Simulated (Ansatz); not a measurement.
## BN (P6_3/mmc): how G0W0 depends on its starting point

How much of the starting functional survives in the G0W0 gap of BN (P6_3/mmc)?

Program: Ansatz 0.2.0. Level of theory: G0W0 on several functionals, plane waves, PAW. Results are calculated unless marked as measured.

In doubt: masses and optical values from hybrid runs of this build are listed as unsure (step 4), which bears on the screening that GW takes from such a start.

### 1. Set-up

It takes space group P6_3/mmc (No. 194, hexagonal). The conventional cell has a = 2.504 Å, b = 2.504 Å, c = 6.661 Å, α = 90.00°, β = 90.00°, γ = 120.00°. Nearest to B lie 3 N at 1.45 Å. Nearest to N lie 3 B at 1.45 Å. Farther neighbours and most contacts between anions are not listed.

The cell and positions come from the Crystallography Open Database and are kept as given unless a step says otherwise. The default PAW set here is soft_2. Its files were made with PBE.

### 2. G0W0 on PBE

Now the one-shot GW correction: screening in the RPA, then the self-energy of the levels asked for.

This step: G0W0 on PBE, plane waves, PAW.

File input.yaml:

```yaml
crystal:
  lattice:
    - [2.50399, 0.0, 0.0]
    - [-1.251995, 2.1685189508, 0.0]
    - [0.0, 0.0, 6.6612]
  atoms:
    - { symbol: B, position: [0.3333333333, 0.6666666667, 0.25] }
    - { symbol: B, position: [0.6666666667, 0.3333333333, 0.75] }
    - { symbol: "N", position: [0.3333333333, 0.6666666667, 0.75] }
    - { symbol: "N", position: [0.6666666667, 0.3333333333, 0.25] }
kpoints:
  mp_grid: { grid: [9, 9, 2] }
hamiltonian:
  xc: pbe
scf:
  occupations: { method: fixed }
gw:
  n_empty_bands: 107
  ecut_chi: 120
  qp_bands: [v2, c2]
  qp_kpoints: band_edges
  screening: { model: contour_deformation }
```

The run is started by

```
> ansatz run input.yaml --threads 2 --pin off --max-ram 92160MiB --backend cuda --events-out ev --progress --plain --runs-dir out --devices 1 --max-vram 13GiB  # rebuilt from the run's record
```

Numbers of over 12 decimals in the logs are rounded to 6 here.

What it wrote:

```text
GPUs: using 1 of 1 available (devices: 1).
Engine: ansatz 0.2.0, x86_64-unknown-linux-gnu
Pseudopotentials: kind: paw
Pseudopotential: B, paw, valence charge 3, recommended cutoff 420 eV (normal), B.paw.azcp
Pseudopotential: N, paw, valence charge 5, recommended cutoff 420 eV (normal), N.paw.azcp
Functional definition: PBE
  parameter kappa = 0.804
  parameter beta = 0.066725
  exchange = pbe_x(kappa = kappa, mu = beta*pi^2/3)
  correlation = pbe_c(beta = beta)
device memory: the entry about to start is reckoned to put 0.4 GiB on a device that reports 68.8 GiB free (of which the cap on the GPU budget leaves the run 13.0 GiB)
GPU FFT provider: cuFFT
GPU libraries: cuBLAS 13.8.2, cuFFT 12.4.0, cuSOLVER 12.3.4
Crystal: 4 atoms, lattice volume = 36.170 Å³
Basis set: ecut = 420 eV, 713 PW (Γ)
Bands: 12, of which v1, the nominal top of the filled ones, is band 8 counted from 1 (7 counted from 0)
Symmetry: 24 space group operations
Space group: P63/mmc (ITA 194), of the structure as read, at distance tolerance 3.3e-5 Å
k-points: 24 of 162
Non-local potential: B, projectors of the file, l = 0: 2, l = 1: 2, l = 2: 1
Non-local potential: N, projectors of the file, l = 0: 2, l = 1: 2, l = 2: 1
PAW form: soft (Blöchl's): semilocal exchange-correlation on the pseudo side does not see the compensation charge
PAW one-centre angular grid: B, 110 points (default); XC on 64 Gauss nodes
PAW one-centre angular grid: N, 110 points (default); XC on 64 Gauss nodes
Initial density: superposition of atomic densities (neutral atoms: chi_scale 0, normalization atom), corrected by the library's trained network
Initial wavefunctions: pseudopotential atomic-orbital guess
GPU buffer pool allocated for 14580 grid points (all kernels)
GPU transforms: local potential and band sums: pruned to the plane-wave sphere, on 18×18×45
Functional: x = pbe(κ = 0.804, μ = 0.219515), c = pbe(β = 0.066725)
SCF iter   1: F=—  HF=-1084.807366 eV  |F-HF|=—  |Δ(HF+E_count)|=         —  Δρ=1.49e-3  dr2=2.05e-4  ethr=1.77e-3  ⟨swp⟩=5.0  Hψ=1592  notcnv=0  defer=43
preconditioner: auto → none  [insulator: Δε(μ)=4.398 eV  Ē_g=15.833 eV  n_scr=4 (ndim 8)  ℏωp=24.7 eV  f_vac=0.023  ε∞_Penn≈3.4]
SCF iter   2: F=—  HF=-1084.808400 eV  |F-HF|=—  |Δ(HF+E_count)|=   1.03e-3  Δρ=7.45e-4  dr2=4.10e-5  ethr=1.28e-6  ⟨swp⟩=2.0  Hψ=700  notcnv=0  defer=48
SCF iter   3: F=—  HF=-1084.808696 eV  |F-HF|=—  |Δ(HF+E_count)|=   2.96e-4  Δρ=3.46e-4  dr2=8.52e-6  ethr=2.56e-7  ⟨swp⟩=2.0  Hψ=508  notcnv=0  defer=44
iter 4 did not close the SCF: its close was put off for the readings that it lacked (scf_convergence_deferred on its scf_iter line)
SCF iter   4: F=-1084.808775 eV  HF=-1084.808775 eV  |F-HF|=1.93e-7  |Δ(HF+E_count)|=   7.87e-5  Δρ=1.81e-5  dr2=4.25e-8  ethr=5.33e-8  ⟨swp⟩=2.0  Hψ=508  notcnv=0  defer=48
iter 5 did not close the SCF: its close was put off for the readings that it lacked (scf_convergence_deferred on its scf_iter line)
SCF iter   5: F=-1084.808775 eV  HF=-1084.808775 eV  |F-HF|=7.36e-9  |Δ(HF+E_count)|=   2.09e-7  Δρ=4.15e-6  dr2=3.55e-9  ethr=2.66e-10  ⟨swp⟩=2.0  Hψ=478  notcnv=0  defer=48
SCF iter   6: F=-1084.808775 eV  HF=-1084.808775 eV  |F-HF|=1.91e-10  |Δ(HF+E_count)|=   9.11e-9  Δρ=5.30e-7  dr2=4.90e-11  ethr=2.22e-11  ⟨swp⟩=4.1  Hψ=1286  notcnv=0
SCF 1 converged in 6 iterations: F = -1084.808775 eV  dr2 = 4.90e-11
  greatest PAW one-centre occupation: 0.797 electrons in one spin orbital (limit 2), on the N atom at site 2 (counted from 0), in its partial waves of l = 0
device memory: the entry about to start is reckoned to put 0.5 GiB on a device that reports 68.0 GiB free (of which the cap on the GPU budget leaves the run 13.0 GiB)
NSCF: frozen V_eff on 24 k-points, pencils in batches of 32, up to order 48
the band table was solved once the SCF had ended and its energy, with any forces and stress, was formed, with the checks that follow a solve (1788 applications of the Hamiltonian). They found nothing against the state; the energy, forces and stress were not computed again (output.eigenvalues in the input reference)
device memory: the entry about to start is reckoned to put 1.1 GiB on a device that reports 66.6 GiB free (of which the cap on the GPU budget leaves the run 13.0 GiB)
NSCF: frozen V_eff on 24 k-points
G₀W₀ screening: q 1/24
[... further progress lines ...]
device memory: the entry about to start is reckoned to put 0.3 GiB on a device that reports 66.6 GiB free (of which the cap on the GPU budget leaves the run 13.0 GiB)
NSCF: frozen V_eff on 1 k-points
device memory: the entry about to start is reckoned to put 0.3 GiB on a device that reports 66.6 GiB free (of which the cap on the GPU budget leaves the run 13.0 GiB)
NSCF: frozen V_eff on 1 k-points
SCF converged after 6 iterations
Free energy (F): -1084.808775 eV
Harris-Foulkes:  -1084.808775 eV  (|F-HF|=1.91e-10)
Internal energy: -1084.808775 eV  (E = F + TS)
E sigma→0 (E₀):  -1084.808775 eV
Fermi energy:    4.712468 eV
--- Per-component energies (eV) ---
  E_band       = -38.471963
  E_kinetic    = 366.923028
  E_local      = -696.326691  (includes V_loc(G=0)·N_el)
  E_nonlocal   = 115.664387
  E_hartree    = 224.907265
  E_xc         = -184.453568
  E_vxc        = -228.848363  (∫ρ·V_xc dr)
  E_paw        = -413.648176  (= ΣΔE_a)
  E_vpaw       = -45.699120  (= ΣTr[D̂ρ^β])
  E_aug_tail   = 0.000204  (compensation charges beyond the density's cutoff)
  E_ewald      = -497.875223
  E_smearing   = -0.000000  (= −TS)
  E_closure    = -0.000000  (closes the sum)
  Σ components = -1084.808775   (vs F -1084.808775, Δ=0.00e0)
--- Band table (eV; the first three rows and the last of 24) ---
  k-point 0: bands = [... 4 lower, 3.3840, 3.3840, 3.4187, 3.4187, 9.9566, 14.9928, 16.2900, 16.2900]
  k-point 1: bands = [... 4 lower, 3.4016, 3.4016, 3.4016, 3.4016, 12.3026, 12.3026, 16.3493, 16.3493]
  k-point 2: bands = [... 4 lower, 2.4252, 2.4562, 2.9397, 2.9817, 10.3844, 14.8185, 15.9983, 16.2961]
  k-point 23: bands = [... 4 lower, -2.4367, -2.4367, 4.7125, 4.7125, 9.3592, 9.3592, 16.7367, 16.7367]
--- G₀W₀: contour deformation, 6 samples at zero and on the imaginary axis and 1 off it, 162 q-points, 107 empty bands' worth ---
  eigenvalues of the whole cell's RPA ε∞ on this k-mesh (on a slab, of 1 + 4πα/V) = 2.5207, 4.5535, 4.5535; static W/v taken at q = 0 is 0.285247
  bands read: the sum over 115 bands ends inside a degenerate multiplet in 12 slots, whose members it reads at an even weight; the widest, k=1: bands 115 to 118 (counted from 1) at 1/4 each
  gw.qp_kpoints: band_edges: 12 of 24 stored k-points solved, in 2 passes; an edge of the gap read off the rows below is read off those points alone
    valence top: of the k-points left out ik 14 came nearest to being solved in a further pass, in band 8 (counted from 1, as in the quasiparticle table): it holds the edge there only if its correction is more favourable than any solved in that band by at least 0.891 eV; those differ by 0.228 eV
    conduction bottom: of the k-points left out ik 14 came nearest to being solved in a further pass, in band 9 (counted from 1, as in the quasiparticle table): it holds the edge there only if its correction is more favourable than any solved in that band by at least 0.810 eV; those differ by 0.591 eV
    ik  band        ε_KS         Σx   Σc(E_QP)       V_xc       Z   E_QP_lin       E_QP  E_QP is
     0     7      3.4187   -23.6356     3.4454   -19.2169  0.7952     2.4353     2.4454  root
     0     8      3.4187   -23.6356     3.4454   -19.2169  0.7952     2.4353     2.4454  root
     0     9      9.9566    -4.9315    -3.9282    -9.1452  0.8388    10.2428    10.2421  root
     0    10     14.9928    -7.8108    -5.4762   -14.3512  0.7574    16.0836    16.0570  root
     1     7      3.4016   -23.6212     3.4510   -19.1918  0.7951     2.4130     2.4232  root
     1     8      3.4016   -23.6212     3.4510   -19.1918  0.7951     2.4130     2.4232  root
     1     9     12.3026    -6.3522    -4.3957   -11.3770  0.8144    12.9364    12.9317  root
     1    10     12.3026    -6.3522    -4.3957   -11.3770  0.8144    12.9364    12.9317  root
     2     7      2.9397   -23.4893     3.5451   -18.9283  0.7922     1.9121     1.9239  root
     2     8      2.9817   -23.5266     3.5348   -18.9854  0.7924     1.9639     1.9753  root
     2     9     10.3844    -4.9024    -3.9583    -9.1625  0.8373    10.6870    10.6862  root
     2    10     14.8185    -8.0923    -5.5240   -14.7243  0.7551    15.9564    15.9266  root
     3     7      2.9604   -23.5084     3.5402   -18.9571  0.7923     1.9379     1.9494  root
     3     8      2.9604   -23.5084     3.5402   -18.9571  0.7923     1.9379     1.9494  root
     3     9     12.5986    -6.4336    -4.4360   -11.5330  0.8112    13.2675    13.2620  root
     3    10     12.5986    -6.4336    -4.4360   -11.5330  0.8112    13.2675    13.2620  root
     8     7      2.9343   -18.8977     2.9349   -14.9349  0.7750     1.8905     1.9065  root
     8     8      4.1247   -20.5205     2.8302   -16.8458  0.7797     3.2717     3.2802  root
     8     9      9.3696    -6.0211    -4.3476   -11.1006  0.8168    10.1067    10.1014  root
     8    10     10.6585    -7.7890    -4.6512   -13.4539  0.7968    11.6853    11.6722  root
     9     7      3.5260   -19.6329     2.8606   -15.8299  0.7781     2.5718     2.5836  root
     9     8      3.5260   -19.6329     2.8606   -15.8299  0.7781     2.5718     2.5836  root
     9     9      9.8145    -6.7468    -4.3645   -11.9257  0.8111    10.6359    10.6290  root
     9    10      9.8145    -6.7468    -4.3645   -11.9257  0.8111    10.6359    10.6290  root
[...]
22     7      4.6354   -20.3223     2.6020   -16.9253  0.7849     3.8336     3.8405  root
    22     8      4.6354   -20.3223     2.6020   -16.9253  0.7849     3.8336     3.8405  root
    22     9      9.5680    -6.5928    -4.5957   -12.0650  0.8063    10.4528    10.4445  root
    22    10      9.5680    -6.5928    -4.5957   -12.0650  0.8063    10.4528    10.4445  root
    23     7      4.7125   -20.6116     2.6317   -17.1974  0.7845     3.9234     3.9300  root
    23     8      4.7125   -20.6116     2.6317   -17.1974  0.7845     3.9234     3.9300  root
    23     9      9.3592    -6.1726    -4.5499   -11.5476  0.8101    10.1914    10.1843  root
    23    10      9.3592    -6.1726    -4.5499   -11.5476  0.8101    10.1914    10.1843  root
```

The job ended after 12 s (1 × NVIDIA H100 80GB HBM3 (shared by 6 runs) with 2 threads of AMD EPYC 7R13 (Zen 3), shared host; peak memory 1.1 GiB).

Reading the cycles: dr2 is the Hartree energy of the density residual (eV), the measure of convergence; HF is the Harris–Foulkes estimate of the energy, which meets the free energy F at convergence.

Numbers from this step:

- bands summed: 115
- RPA ε∞ on this mesh (eigenvalues): 2.521, 4.553, 4.553
- plane waves in the screening matrix: 107
- q-points in the mesh: 162
- G0W0 gap on the mesh: 5.909 eV
- k of the valence top: 0.3333, 0.3333, -0.5
- k of the conduction bottom: 0.1111, 0.4444, 0
- starting gap on the mesh: 4.404 eV
- Z at the valence top: 0.7845
- Z at the conduction bottom: 0.8180
- least direct G0W0 gap on the computed points: 6.250 eV

The gap on the mesh goes from 4.40 eV to 5.91 eV, a correction of +1.50 eV. Between the two edge states, bare exchange in place of the xc potential would open the gap by 8.50 eV, and correlation takes back 6.99 eV.

### 3. G0W0 on r2SCAN

One-shot GW remembers its start. Another functional's orbitals and levels show by how much.

This step: G0W0 on r2SCAN, plane waves, PAW.

input.yaml, as its differences from that of step 2:

```diff
@@ -13,3 +13,3 @@
 hamiltonian:
-  xc: pbe
+  xc: r2scan
 scf:
```

What it wrote:

```text
GPUs: using 1 of 1 available (devices: 1).
[...]
GPU FFT provider: cuFFT
GPU libraries: cuBLAS 13.8.2, cuFFT 12.4.0, cuSOLVER 12.3.4
Crystal: 4 atoms, lattice volume = 36.170 Å³
Basis set: ecut = 500 eV, 907 PW (Γ), exchange–correlation on 80×80×200 points (64 copies of the dense FFT grid, shifted against one another)
Bands: 12, of which v1, the nominal top of the filled ones, is band 8 counted from 1 (7 counted from 0)
Symmetry: 24 space group operations
[...]
k-points: 24 of 162
[...]
GPU buffer pool allocated for 20000 grid points (all kernels)
GPU transforms: local potential: pruned to the plane-wave sphere, on 18×20×50; band sums: pruned to the plane-wave sphere, on 20×20×50
[...]
SCF iter   1: F=—  HF=-1088.115359 eV  |F-HF|=—  |Δ(HF+E_count)|=         —  Δρ=8.62e-3  dr2=1.97e-2  dr2_τ=6.87e-1  ethr=1.77e-3  ⟨swp⟩=5.2  Hψ=1641  notcnv=0  defer=41
[...]
SCF iter   7: F=-1088.245099 eV  HF=-1088.245099 eV  |F-HF|=4.11e-10  |Δ(HF+E_count)|=   4.10e-8  Δρ=4.50e-6  dr2=3.44e-9  dr2_τ=3.63e-10  ethr=6.25e-10  ⟨swp⟩=4.9  Hψ=1102  notcnv=0
SCF 1 converged in 7 iterations: F = -1088.245099 eV  dr2 = 3.44e-9
[...]
NSCF: frozen V_eff on 24 k-points, pencils in batches of 32, up to order 48
[...]
NSCF: frozen V_eff on 24 k-points
G₀W₀ screening: q 1/24
[... further progress lines ...]
[...]
SCF converged after 7 iterations
Free energy (F): -1088.245099 eV
[...]
Internal energy: -1088.245099 eV  (E = F + TS)
E sigma→0 (E₀):  -1088.245099 eV
Fermi energy:    4.442672 eV
[...]
--- Band table (eV; the first three rows and the last of 24) ---
  k-point 0: bands = [... 4 lower, 3.0939, 3.0939, 3.1317, 3.1317, 10.0536, 15.4755, 16.8152, 16.8152]
  k-point 1: bands = [... 4 lower, 3.1127, 3.1127, 3.1127, 3.1127, 12.5242, 12.5242, 16.8790, 16.8790]
  k-point 2: bands = [... 4 lower, 2.0848, 2.1181, 2.6333, 2.6780, 10.4966, 15.3087, 16.5115, 16.8338]
  k-point 23: bands = [... 4 lower, -3.0278, -3.0278, 4.4427, 4.4427, 9.7375, 9.7375, 16.9676, 16.9676]
[...]
0     7      3.1317   -23.6800     3.3249   -19.5076  0.8085     2.2778     2.2842  root
     0     8      3.1317   -23.6800     3.3249   -19.5076  0.8085     2.2778     2.2842  root
     0     9     10.0536    -4.8404    -3.8149    -8.9717  0.8500    10.3707    10.3700  root
     0    10     15.4755    -7.5798    -5.1312   -13.5580  0.7766    16.3324    16.3224  root
     1     7      3.1127   -23.6658     3.3298   -19.4848  0.8084     2.2550     2.2615  root
     1     8      3.1127   -23.6658     3.3298   -19.4848  0.8084     2.2550     2.2615  root
     1     9     12.5242    -6.2079    -4.2281   -11.0058  0.8284    13.0972    13.0940  root
     1    10     12.5242    -6.2079    -4.2281   -11.0058  0.8284    13.0972    13.0940  root
[...]
23     7      4.4427   -20.6688     2.5785   -17.4568  0.7990     3.8055     3.8091  root
    23     8      4.4427   -20.6688     2.5785   -17.4568  0.7990     3.8055     3.8091  root
    23     9      9.7375    -5.9744    -4.3729   -10.9532  0.8245    10.3466    10.3434  root
    23    10      9.7375    -5.9744    -4.3729   -10.9532  0.8245    10.3466    10.3434  root
```

It took 21 s on 1 × NVIDIA H100 80GB HBM3 (shared by 6 runs) with 2 threads; peak memory 1.2 GiB; 17 s of CPU time.

This step gave:

| Property | Result |
| --- | --- |
| bands summed | 115 |
| RPA ε∞ on this mesh (eigenvalues) | 2.439, 4.132, 4.132 |
| plane waves in the screening matrix | 107 |
| q-points in the mesh | 162 |
| G0W0 gap on the mesh | 6.164 eV |
| k of the valence top | 0.3333, 0.3333, -0.5 |
| k of the conduction bottom | 0.1111, 0.4444, 0 |
| starting gap on the mesh | 4.976 eV |
| Z at the valence top | 0.7990 |
| Z at the conduction bottom | 0.8323 |
| least direct G0W0 gap on the computed points | 6.509 eV |

Against the run with 9×9×2 mesh, 107 empty bands, screening to 120 eV on PBE, the gap moves by +0.25 eV, while the start moved by +0.57 eV.

### 4. G0W0 on HSE06

This step: G0W0 on HSE06, plane waves, PAW.

input.yaml, as its differences from that of step 3:

```diff
@@ -13,3 +13,3 @@
 hamiltonian:
-  xc: r2scan
+  xc: hse06
 scf:
```

What it wrote:

```text
GPUs: using 1 of 1 available (devices: 1).
[...]
davidson cushion auto → on  (no smearing: the cushion is to keep the highest requested band from converging to the state above it; pin scf.eigensolver.cushion to override)
[...]
GPU FFT provider: cuFFT
GPU libraries: cuBLAS 13.8.2, cuFFT 12.4.0, cuSOLVER 12.3.4
Crystal: 4 atoms, lattice volume = 36.170 Å³
Basis set: ecut = 420 eV, 713 PW (Γ)
[...]
1     9     12.8467    -5.9821    -4.0789   -10.4085  0.8423    13.1952    13.1943  root
     1    10     12.8467    -5.9821    -4.0789   -10.4085  0.8423    13.1952    13.1943  root
[...]
23     7      3.8987   -20.6783     2.4295   -17.9160  0.8147     3.5651     3.5659  root
    23     8      3.8987   -20.6783     2.4295   -17.9160  0.8147     3.5651     3.5659  root
    23     9      9.9551    -5.9063    -4.2824   -10.7194  0.8380    10.4878    10.4857  root
    23    10      9.9551    -5.9063    -4.2824   -10.7194  0.8380    10.4878    10.4857  root
[key lines of the parts left out:]
Free energy (F): -1085.039359 eV
Fermi energy:    3.898674 eV
```

The job ended after 25 s (1 × NVIDIA H100 80GB HBM3 (shared by 6 runs) with 2 threads; peak memory 1.4 GiB).

This step gave:

| Property | Result |
| --- | --- |
| bands summed | 115 |
| RPA ε∞ on this mesh (eigenvalues) | 2.309, 3.766, 3.766 |
| plane waves in the screening matrix | 107 |
| G0W0 gap on the mesh | 6.537 eV |
| k of the valence top | 0.3333, 0.3333, -0.5 |
| k of the conduction bottom | 0.1111, 0.4444, 0 |
| starting gap on the mesh | 5.738 eV |
| least direct G0W0 gap on the computed points | 6.886 eV |

Against the run with 9×9×2 mesh, 107 empty bands, screening to 120 eV on r2SCAN, the gap moves by +0.37 eV, while the start moved by +0.76 eV.

### 5. The starts together

All on the 9×9×2 mesh with 107 empty bands and screening to 120 eV. Times are wall times on 1 × NVIDIA H100 80GB HBM3 (shared by 6 runs) with 2 threads of AMD EPYC 7R13 (Zen 3), shared host, good to a factor of about two.

```
 start  starting gap (eV)  shift (eV)  G0W0 gap (eV)  RPA ε∞ (harmonic mean)  Z (valence, conduction)  time
   PBE               4.40       +1.50           5.91                    3.59               0.78, 0.82  12 s
r2SCAN               4.98       +1.19           6.16                    3.36               0.80, 0.83  21 s
 HSE06               5.74       +0.80           6.54                    3.11               0.81, 0.85  25 s
```

How the two edges are built up, in eV (the quasiparticle level is the starting level plus Σx plus Σc less Vxc):

```
   run               edge  start      Σx     Σc     Vxc     Z     QP
   PBE        valence top   4.71  -20.61   2.63  -17.20  0.78   3.93
   PBE  conduction bottom   9.12   -5.85  -4.36  -10.94  0.82   9.84
r2SCAN        valence top   4.44  -20.67   2.58  -17.46  0.80   3.81
r2SCAN  conduction bottom   9.42   -5.66  -4.18  -10.39  0.83   9.97
 HSE06        valence top   3.90  -20.68   2.43  -17.92  0.81   3.57
 HSE06  conduction bottom   9.64   -5.59  -4.09  -10.15  0.85  10.10
```

For a hybrid start, Vxc holds its share of exact exchange.

### 6. Results

| Property | Result |
| --- | --- |
| G0W0@PBE | 5.91 eV (start 4.40 eV) |
| G0W0@r2SCAN | 6.16 eV (start 4.98 eV) |
| G0W0@HSE06 | 6.54 eV (start 5.74 eV) |
| known limits | not at the basis limit; coarse k mesh |

In words: The starting gaps span 1.33 eV and the G0W0 gaps 0.63 eV. Between PBE and HSE06, 0.63 eV of the 1.33 eV survives, 47 %. HSE06 screens less than PBE (ε∞ 3.11 against 3.59). Of the 0.63 eV by which its G0W0 gap is higher, the correlation part gives +0.47 eV, and exchange with the one-particle terms, which follow the orbitals, +0.16 eV. The smallest correction, +0.80 eV, is on HSE06, the start nearest to reproducing itself. Bands and cutoff are finite, so the gap is not at the basis limit. The miss can reach some tenths of an eV and take either sign; the mesh is an error of its own. The 9×9×2 mesh is coarse for this cell (its supercell is 13 Å along the shortest edge). The RPA ε∞ on it, from the PBE start, is 2.52 and 4.55; such meshes misread the long-range screening, most where the gap is narrow.

[Paths, hosts, dates, memory and timing lines, banners, echoed tables and standing remarks are left out of the program output.]

[Logs are printed without paths, hosts, clocks, repeated set-up lines and the standing remarks that a program may print on its own settings, such as how far it seeks lower states.]

[Runs of the session that timed out or met a known fault of the program may be left out.]

[Cells called generated may have been cut or substituted from an entry of the Crystallography Open Database or the Materials Project.]

[Hosts, paths, dates, database ids (printed as entryN), source tags and the programs' standing remarks are cut or masked in the printed files.]
